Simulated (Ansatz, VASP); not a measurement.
One calculation of As, two programs

```
CELL_PARAMETERS angstrom
1.79411 1.03583 5.38625
-1.79411 1.03583 5.38625
0.00000 -2.07166 5.38625
ATOMIC_POSITIONS crystal
As 0.79103 0.79103 0.79103
As 0.20897 0.20897 0.20897
```

Alike in both runs: functional r2SCAN; k mesh 9 × 9 × 9; occupations gaussian, width 0.02 eV; no spin polarisation.

Ansatz relaxed the structure, and its values are those at the end. VASP's run is a single point on that final structure, the one shown.

|  | VASP | Ansatz |
| --- | --- | --- |
| version | VASP 6.6.1 | Ansatz 0.2.0 |
| potentials or method | VASP PAW PBE potentials, release 64 (As) | scalar-relativistic, plane waves, PAW |
| plane-wave cutoff (eV) | 520 | 500 |
| valence electrons in the cell | 10 | 30 |

```tsv
	VASP	Ansatz	Ansatz less VASP
gap on the k mesh at the Fermi level (eV)	1.03	1.06	+0.023
least direct gap on the mesh (eV)	1.71	1.76	+0.045
pressure (GPa)	-0.1	-0.3	-0.12
rms of the force components (eV/Å)	0.033	0.002	-0.0312
```

The two sets of potentials don't hold the same shells in valence.

Caveats: the PAW data sets were made with another functional, which shifts forces and pressure a little (VASP); an odd mesh through Γ misses points on the zone boundary, where band edges often lie.
